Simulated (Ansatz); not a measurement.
Stackings of close-packed layers of LiF (tetrahedral net, letters for double layers), each relaxed to a stress under 0.05 GPa; h and k mark layers whose two neighbours have the same or different letters; energies count from the stacking AB (P6_3mc).

The calculation used DFT PBEsol, scalar-relativistic, plane waves, PAW (Ansatz 0.2.0).

Cutoff 420 eV, Gaussian smearing of 0.02 eV, energies at zero smearing, symmetry of each start kept, no spin polarisation.

```
                start atoms k mesh excess energy (meV/atom) spacing of like layers (Å) a (Å) gap on the mesh (eV)
            ABC (kkk)      6   9×9×4                      11.4                       2.489  3.049                  7.68
          ABCB (hkhk)      8   9×9×3                       6.3                       2.457  3.067                  7.65
      ABCACB (hkkhkk)     12   9×9×2                       8.1                       2.468  3.061                  7.66
ABACBCACB (hhkkhkhkk)     18   9×9×2                       6.9                       2.461  3.065                  7.65
        ABCAB (hkkkh)     10   9×9×3                       7.3                       2.465  3.062                  7.65
    ABCBCAB (hkhhkkh)     14   9×9×2                       5.4                       2.451  3.070                  7.64
```

An odd mesh misses points on the zone edge, so a gap read on it can be too wide.

The reference crystal is the wurtzite form of LiF, which isn't its usual structure.

Cost: 6 runs of about 12 core-minutes in all, on Arm Neoverse V1 (shared hosts).